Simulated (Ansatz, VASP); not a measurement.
Given: the input of a run of VASP 6.6.1 on Si.

INCAR

```
ALGO = Normal
EDIFF = 1E-7
ENCUT = 520
ISIF = 2
ISMEAR = -1
LASPH = True
LCHARG = False
LREAL = False
LWAVE = False
NBANDS = 11
NELM = 80
PREC = Accurate
SIGMA = 0.05
```

The input KPOINTS:

```
k-points
0
Gamma
  11 11 11
```

The input POSCAR:

```
Si
1.0
   -2.3229633681      2.3229633681      1.3021299107
    2.3229633681     -2.3229633681      1.3021299107
    2.3229633681      2.3229633681     -1.3021299107
Si
2
Direct
    0.5000000000      0.5000000000      0.0000000000
    0.2500000000      0.7500000000      0.5000000000
```

Potentials or basis: VASP PAW LDA potentials, release 64 (Si).

Command:

```bash
$ cat potpaw_LDA.64/Si/POTCAR > POTCAR
$ mpirun -np 1 vasp_std > vasp.out
```

Translate it to Ansatz 0.2.0. Potentials there: all-electron LAPW, scalar-relativistic.

As run (the cutoff follows the program's own potentials):

Contents of input.yaml:

```yaml
crystal:
  lattice:
    - [-2.3229633681, 2.3229633681, 1.3021299107]
    - [2.3229633681, -2.3229633681, 1.3021299107]
    - [2.3229633681, 2.3229633681, -1.3021299107]
  atoms:
    - { symbol: Si, position: [0.5, 0.5, 0.0] }
    - { symbol: Si, position: [0.25, 0.75, 0.5] }
kpoints:
  mp_grid: { grid: [11, 11, 11] }
scf:
  occupations: { method: fermi_dirac, width: 0.05 }
hamiltonian:
  xc: lda
  pseudopotentials: { kind: all_electron, lapw: { basis_error: 0.001 } }
output:
  forces: true
  stress: true
  eigenvalues: true
```

Potentials or basis: all-electron LAPW, scalar-relativistic.

Run with:

```bash
$ ansatz run input.yaml --threads 1 --pin off --max-ram 3072MiB --backend cpu --events-out ev --progress --plain --runs-dir out
```

Both were run:

|  | VASP | Ansatz | Ansatz less VASP |
| --- | --- | --- | --- |
| gap on the k mesh at the Fermi level (eV) | none | none | - |
| pressure (GPa) | 7.3 | 7.2 | -0.14 |
| largest component of the traceless stress (GPa) | 2.19 | 2.15 | -0.040 |

A gap of «none» marks a metal or a gap that the smearing closes. Ansatz ran all-electron here, so the differences hold the error of VASP's frozen core and of both bases.
